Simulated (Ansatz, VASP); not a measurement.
# Al2Pt in VASP and in Ansatz

```
Al Pt
1.0
     0.00000    2.94917    2.94917
     2.94917    0.00000    2.94917
     2.94917    2.94917    0.00000
Al Pt
2 1
Direct
  0.25000 0.25000 0.25000
  0.75000 0.75000 0.75000
  0.00000 0.00000 0.00000
```

Alike in both runs: task relaxation of cell and atoms; functional PBE; k mesh 14 × 14 × 14; occupations gaussian, width 0.1 eV; no spin polarisation.

|  | VASP | Ansatz |
| --- | --- | --- |
| version | VASP 6.6.1 | Ansatz 0.2.0 |
| potentials or method | VASP PAW PBE potentials, release 64 (Al, Pt) | scalar-relativistic, plane waves, PAW |
| plane-wave cutoff (eV) | 600 | 420 |
| valence electrons in the cell | 16 | 24 |

```tsv
	VASP	Ansatz	Ansatz less VASP
gap on the k mesh at the Fermi level, each at its own relaxed structure (eV)	none	none	-
relaxed volume (Å³/atom)	17.50	17.52	+0.019
relaxed cell length with the largest relative difference (Å)	4.203	4.205	+0.0015
energy change over the relaxation (meV/atom)	-4	-4	-0.4
```

A gap of «none» marks a metal or a gap that the smearing closes. The two sets of potentials don't hold the same shells in valence.

Spin-orbit coupling is left out, which matters for the levels of Pt.
